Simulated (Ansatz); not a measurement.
## How ZnS stores the work of compression

These are results of Ansatz 0.2.0, DFT PBEsol, scalar-relativistic, plane waves, PAW, not measurements. Settings: 420 eV cutoff, 12×12×6 k-mesh, Gaussian smearing of 0.02 eV, no spin polarisation.

Starting point, cell and atoms relaxed:

```
Zn S
1.0
     3.78191    0.00000    0.00000
    -1.89096    3.27523    0.00000
     0.00000    0.00000    6.20709
Zn S
2 2
Cartesian
  0.0000 2.1835 0.0023
  1.8910 1.0917 3.1059
  0.0000 2.1835 2.3253
  1.8910 1.0917 5.4289
```

Cell and atoms were relaxed at each target pressure within the start's symmetry (P6_3mc), at zero temperature; other phases can be more stable under pressure. H = E + PV with P the target; E is the free energy at the smearing used, whose derivative the pressure is, per atom and counted from zero pressure.

| P (GPa) | V (Å³/atom) | E − E0 (meV) | H − H0 (meV) |
| --- | --- | --- | --- |
| 0 | 19.221 | 0.0 | 0.0 |
| 2 | 18.766 | 2.8 | 237.1 |
| 5 | 18.174 | 15.6 | 582.7 |
| 10 | 17.365 | 52.9 | 1136.8 |
| 20 | 16.156 | 163.9 | 2180.7 |
| 40 | 14.559 | 455.4 | 4090.2 |

Problem. Thermodynamics gives dH/dP = V along a relaxed path. Integrate V over P by the trapezoid rule and compare with the computed enthalpies.

Solution. With 1 eV/Å³ = 160.22 GPa, each step adds the mean volume times ΔP / 160.22:
```tsv
P (GPa)	∫V dP (meV)	H − H0 (meV)	difference (meV)
2	237.1	237.1	0.0
5	582.9	582.7	0.2
10	1137.5	1136.8	0.7
20	2183.6	2180.7	2.9
40	4100.7	4090.2	10.5
```

V(P) curves upward, so the trapezoid rule runs high; integrating a smooth curve through the same points puts that excess at about 10.7 meV at 40 GPa, against the 10.5 meV found.

Problem. At 40 GPa, how much of the enthalpy change is stored energy and how much is the PV term?

Solution. E rises by 455 meV/atom and PV is 40 × 14.559 / 160.22 = 3635 meV/atom, so PV makes 89 % of ΔH. So between rival structures at high pressure a small difference in volume can outweigh the difference in energy: 1 % of this volume is worth 36.3 meV/atom at this pressure.

Problem. What bulk modulus do the lowest pressures give?

Solution. From the pressures that the runs reached, -2.00 GPa (19.751 Å³) and 2.00 GPa (18.766 Å³), B = −ΔP/Δln V = 4.00 / 0.0512 = 78 GPa, a mean over that range.

Problem. The gap is 2.038 eV at -2.00 GPa and 2.260 eV at 2.00 GPa. What pressure coefficient and volume deformation potential follow?

Solution. dE_g/dP = 55.4 meV/GPa, and a_V = dE_g/d ln V = −B dE_g/dP = -4.33 eV. A gap that opens under pressure, with a_V of several eV below zero, is what an s-like antibonding conduction edge gives, since compression pushes it up. If the edges move to other points of the zone within the range, this is a mean of two slopes. Gaps are Kohn–Sham gaps over the whole zone.

Cost: 7 runs of about 7 core-minutes in all, on Arm Neoverse V1 (shared hosts).

Wurtzite ZnS stiffens steadily on compression: each further gigapascal removes a smaller fraction of the volume in every successive interval. Shorter Zn–S contacts raise the kinetic energy of the valence electrons and the Pauli repulsion between filled shells faster than covalent and ionic attraction can compensate. The internal energy therefore takes a growing share of the enthalpy, though PV still dominates at 40 GPa. The same balance underlies the known transformation of ZnS to rocksalt under pressure, where denser packing pays for the loss of favourable tetrahedral bonding.

The gap of 2.260 eV at 2.00 GPa is far below what is measured for ZnS near ambient pressure. A semilocal functional misses the derivative discontinuity and probably also places Zn 3d too high, so that p–d repulsion lifts the valence edge. Much of this error should cancel in the pressure slope, which makes the opening of the gap more trustworthy than its size.
